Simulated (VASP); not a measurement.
# TaS2 (P-3m1) in VASP: notebook, part 2 of 2

VASP 6.6.1.

### Step 5. Single point, r2SCAN, collinear spin, ferromagnetic start

Input file INCAR:

```
PREC     = Accurate       # precision mode
ENCUT    = 520            # plane-wave cutoff, eV
EDIFF    = 1E-6           # SCF threshold, eV
ISMEAR   = 0              # smearing method
SIGMA    = 0.05           # smearing width, eV
LREAL    = F              # projectors in reciprocal space
LASPH    = T              # aspherical terms in the spheres
NELM     = 100            # most SCF steps
ALGO     = Normal         # electronic algorithm
ISIF     = 2              # what is computed and relaxed
LWAVE    = F              # write WAVECAR
LCHARG   = F              # write CHGCAR
ISPIN    = 2              # spin polarisation
MAGMOM   = 0.5 0 0        # initial moments
LORBIT   = 11             # projections on sites
LMAXMIX  = 4              # l up to which the mixer works
METAGGA  = R2SCAN         # meta-GGA
LMIXTAU  = T            
NBANDS   = 22             # bands
```

Input file KPOINTS:

```
regular mesh
0
Gamma
  7 7 3
```

Input file POSCAR:

```
TaS2
1.0
    3.3500014000      0.0000000000      0.0000000000
   -1.6750007000      2.9011863100      0.0000000000
    0.0000000000      0.0000000000      5.8599987400
Ta S
1 2
Direct
    0.0000000000      0.0000000000      0.0000000000
    0.3333333333      0.6666666667      0.2500000000
    0.6666666667      0.3333333333      0.7500000000
```

Potentials or basis: VASP PAW PBE potentials, release 64 (Ta_pv, S).

Launch:

```sh
cat potpaw_PBE.64/Ta_pv/POTCAR potpaw_PBE.64/S/POTCAR > POTCAR
mpirun -np 1 vasp_std > vasp.out
```

OUTCAR:

```text
PREC = Accurate
   ENCUT = 520
   EDIFF = 1E-6
   ISMEAR = 0
   LREAL = F
   LASPH = T
   NELM = 100
   ISIF = 2
   ISPIN = 2
   LORBIT = 11
   METAGGA = R2SCAN

 ion  position               nearest neighbor table
   1  0.000  0.000  0.000-   2 2.43   3 2.43   3 2.43   2 2.43   3 2.43   2 2.43
   2  0.333  0.667  0.250-   1 2.43   1 2.43   1 2.43
   3  0.667  0.333  0.750-   1 2.43   1 2.43   1 2.43

  LATTYP: Found a hexagonal cell.
 ALAT       =     3.3500014000
 C/A-ratio  =     1.7492526242

  Lattice vectors:

 A1 = (   3.3500014000,   0.0000000000,   0.0000000000)
 A2 = (  -1.6750007000,   2.9011863100,   0.0000000000)
 A3 = (   0.0000000000,   0.0000000000,   5.8599987400)

Analysis of symmetry for initial positions (statically):
=====================================================================
 Subroutine PRICEL returns:
 Original cell was already a primitive cell.

 Routine SETGRP: Setting up the symmetry group for a
 hexagonal supercell.

 Subroutine GETGRP returns: Found 12 space group operations
 (whereof 12 operations were pure point group operations)
 out of a pool of 24 trial point group operations.

The static configuration has the point symmetry D_3d.

Analysis of symmetry for dynamics (positions and initial velocities):
=====================================================================
 Subroutine PRICEL returns:
 Original cell was already a primitive cell.

 Routine SETGRP: Setting up the symmetry group for a
 hexagonal supercell.

 Subroutine GETGRP returns: Found 12 space group operations
 (whereof 12 operations were pure point group operations)
 out of a pool of 24 trial point group operations.

The dynamic configuration has the point symmetry D_3d.

Analysis of structural, dynamic, and magnetic symmetry:
=====================================================================
 Subroutine PRICEL returns:
 Original cell was already a primitive cell.

 Routine SETGRP: Setting up the symmetry group for a
 hexagonal supercell.

 Subroutine GETGRP returns: Found 12 space group operations
 (whereof 12 operations were pure point group operations)
 out of a pool of 24 trial point group operations.

The overall configuration has the point symmetry D_3d.

 Subroutine INISYM returns: Found 12 space group operations
 (whereof 12 operations are pure point group operations),
 and found     1 'primitive' translations

----------------------------------------------------------------------------------------

                                     Primitive cell

  volume of cell :      56.9532

  direct lattice vectors                    reciprocal lattice vectors
     3.350001400  0.000000000  0.000000000     0.298507338  0.172343292  0.000000000
    -1.675000700  2.901186310  0.000000000     0.000000000  0.344686584  0.000000000
     0.000000000  0.000000000  5.859998740     0.000000000  0.000000000  0.170648501

  length of vectors
     3.350001400  3.350001396  5.859998740     0.344686584  0.344686584  0.170648501

  position of ions in fractional coordinates (direct lattice)
     0.000000000  0.000000000  0.000000000
     0.333333333  0.666666667  0.250000000
     0.666666667  0.333333333  0.750000000

  ion indices of the primitive-cell ions
[... 67 lines left out ...]
   LSORBIT =      F    spin-orbit coupling
   LASPH  =      T    aspherical Exc in radial PAW
   ENCUT  =  520.0 eV  38.22 Ry    6.18 a.u.   6.23  6.23 10.90*2*pi/ulx,y,z
   NELM   =    100;   NELMIN=  2; NELMDL= -5     # of ELM steps
   EDIFF  = 0.1E-05   stopping-criterion for ELM
   LREAL  =      F    real-space projection
   EDIFFG = 0.1E-04   stopping-criterion for IOM
   NSW    =      0    number of steps for IOM
   IBRION =     -1    ionic relax: 0-MD 1-quasi-New 2-CG
   NFREE  =      0    steps in history (QN), initial steepest desc. (CG)
   ISIF   =      2    stress and relaxation
   ISYM   =      2    0-nonsym 1-usesym 2-fastsym
   POTIM  = 0.5000    time-step for ionic-motion
   TEBEG  =    0.0;   TEEND  =   0.0 temperature during run
   PSTRESS=    0.0 pullay stress
   NELECT =      23.0000    total number of electrons
   NUPDOWN=      -1.0000    fix difference up-down
   EMIN   =  10.00;   EMAX   =-10.00  energy-range for DOS
   EFERMI =   0.00;   METHOD = LEGACY
   ISMEAR =     0;   SIGMA  =   0.05  broadening in eV -4-tet -1-fermi 0-gaus
   EFERMI_NEDOS =   21; number of points for ismear=-14 and -15
   IALGO  =     38    algorithm
   IMIX   =      4    mixing-type and parameters
     AMIX     =   0.40;   BMIX     =  1.00
     AMIX_MAG =   1.60;   BMIX_MAG =  1.00
  volume/ion in A,a.u.               =      18.98       128.11
  Fermi-wavevector in a.u.,A,eV,Ry     =   1.210073  2.286705 19.922678  1.464276
  Thomas-Fermi vector in A             =   2.345630
   LORBIT       =     11    0 simple, 1 ext, 2 COOP (PROOUT), +10 PAW based schemes
   METAGGA = R2SCAN    functional components
   LHFCALC =     F    Hartree Fock is set to
   AEXX    =    0.0000 exact exchange contribution
   IVDW    =     0    specifies the selected vdW correction
   LEPSILON=     F    determine dielectric tensor
   LRPA    =     F    only Hartree local field effects (RPA)
 spin polarized calculation
 Gauss-broadening in eV      SIGMA  =   0.05
  energy-cutoff  :      520.00
  volume of cell :       56.95
 maximum number of plane-waves:      1569
 NGX is ok and might be reduce to    28
   NGX = 13   NGY = 13   NGZ = 21

 number of electron      22.9999999 magnetization       0.1045596

 Free energy of the ion-electron system (eV)
  ---------------------------------------------------
  ext. energy  EPLUGINS =         0.00000000
  ---------------------------------------------------
  free energy    TOTEN  =       -68.01354930 eV

  energy without entropy =      -68.01187873  energy(sigma->0) =      -68.01271401

 E-fermi :   5.6984     XC(G=0): -11.1645

 val. band max:        5.6911830793   @ k =   0.1429   0.0000   0.3333
 cond. band min:       5.7364341413   @ k =   0.0000   0.0000   0.3333
 fundamental gap:      0.0452510620
 Fermi energy:         5.6983656660

 spin component 1

 k-point     1 :       0.0000    0.0000    0.0000
  band No.  band energies     occupation
      1     -31.0289      1.00000
      2     -30.9941      1.00000
      3     -30.9941      1.00000
      4     -10.3336      1.00000
      5      -8.1743      1.00000
      6      -1.7103      1.00000
[... 489 lines left out ...]
     21      15.7812      0.00000
     22      16.6346      0.00000
 Fermi energy:         5.6983656660

 spin component 2

 k-point     1 :       0.0000    0.0000    0.0000
  band No.  band energies     occupation
      1     -30.9599      1.00000
      2     -30.9309      1.00000
      3     -30.9309      1.00000
      4     -10.3241      1.00000
      5      -8.1748      1.00000
      6      -1.6919      1.00000
[... 489 lines left out ...]
     21      15.8014      0.00000
     22      16.6650      0.00000

------------------------ aborting loop because EDIFF is reached ----------------------------------------

  FORCE on cell =-STRESS in cart. coord.  units (eV):
  Direction    XX          YY          ZZ          XY          YZ          ZX
  --------------------------------------------------------------------------------------
  -------------------------------------------------------------------------------------
  Total        2.5442927      2.5442927      3.2922998      0.0000000      0.0000000      0.0000000
  in kB       71.5746991     71.5746988     92.6172381      0.0000000      0.0000000      0.0000000
  external PRESSURE =      78.5888787 kB  Pullay stress =       0.0000000 kB

 VOLUME and BASIS-vectors are now :
 -----------------------------------------------------------------------------
  energy-cutoff  :      520.00
  volume of cell :       56.95
      direct lattice vectors                 reciprocal lattice vectors
     3.350001400  0.000000000  0.000000000     0.298507338  0.172343292  0.000000000
    -1.675000700  2.901186310  0.000000000     0.000000000  0.344686584  0.000000000
     0.000000000  0.000000000  5.859998740     0.000000000  0.000000000  0.170648501

 POSITION                                       TOTAL-FORCE (eV/Angst)
 -----------------------------------------------------------------------------------
      0.00000      0.00000      0.00000        -0.000000      0.000000      0.000000
     -0.00000      1.93412      1.46500         0.000000      0.000000      0.998385
      1.67500      0.96706      4.39500        -0.000000      0.000000     -0.998385
 -----------------------------------------------------------------------------------
    total drift:                               -0.000000     -0.000000     -0.000000

  FREE ENERGIE OF THE ION-ELECTRON SYSTEM (eV)
  ---------------------------------------------------
  free  energy   TOTEN  =       -68.0135493013 eV

  energy  without entropy=      -68.0118787258  energy(sigma->0) =      -68.01271401

 total charge

# of ion       s       p       d       tot
------------------------------------------
    1        0.326   6.241   2.322   8.888
    2        1.344   2.440   0.000   3.784
    3        1.344   2.440   0.000   3.784
--------------------------------------------------
tot          3.013  11.121   2.322  16.456

 magnetization (x)

# of ion       s       p       d       tot
------------------------------------------
    1        0.002   0.001   0.079   0.081
    2        0.000  -0.003   0.000  -0.003
    3        0.000  -0.003   0.000  -0.003
--------------------------------------------------
tot          0.002  -0.005   0.079   0.076
```

Wall time 2.9 min (1 thread of AMD EPYC 9R45 (Zen 5), shared host); peak memory 0.22 GiB.

Results:

```yaml
Free_energy: -68.0135 eV
Pressure: 7.9 GPa
Largest_force: 0.998 eV/Å
Band_gap_on_the_k_mesh: none (metal or under the smearing width)
Net_moment: 0.10 μB per cell
Site_moments: Ta +0.08; S -0.00 μB
Valence_electrons_inside_the_program's_atomic_spheres: Ta 8.89; S 3.78
```

Forces in eV/Å, atoms in the order of the input:
```
Ta   0.000  0.000  0.000
S    0.000  0.000  0.998
S    0.000  0.000 -0.998
```

Caveat: the PAW data sets were made with another functional, which shifts forces and pressure a little. Spin-orbit coupling is left out, which matters for the levels of Ta.

### Step 6. Overview

| level | spin | U | fixed moment (μB) | gap on the mesh (eV) | pressure (GPa) | moment (μB) | largest force (eV/Å) |
| --- | --- | --- | --- | --- | --- | --- | --- |
| r2SCAN | collinear, ferromagnetic start | - | 0 | - | 7.8 | 0.00 | 0.99 |
| r2SCAN+U | off | Ta d U = 8 eV | - | none | 17.5 | - | 1.80 |
| r2SCAN | collinear, ferromagnetic start | - | - | none | 7.9 | 0.10 | 1.00 |

Alike in all rows: task single point; potentials or basis VASP PAW PBE potentials, release 64 (Ta_pv, S); cell as given; k mesh 7 × 7 × 3; cutoff (eV) 520; smearing gaussian 0.05 eV.

The pressure there spans 7.8 GPa (r2SCAN) to 17.5 GPa (r2SCAN+U); a positive pressure means that this level wants a larger cell, a negative one a smaller.

Caveats: the PAW data sets were made with another functional, which shifts forces and pressure a little; the total moment is fixed, so each spin has its own Fermi level (some runs); U without spin polarisation on a metal has little footing (some runs).

Absolute energies hang on the potentials; compare differences alone.
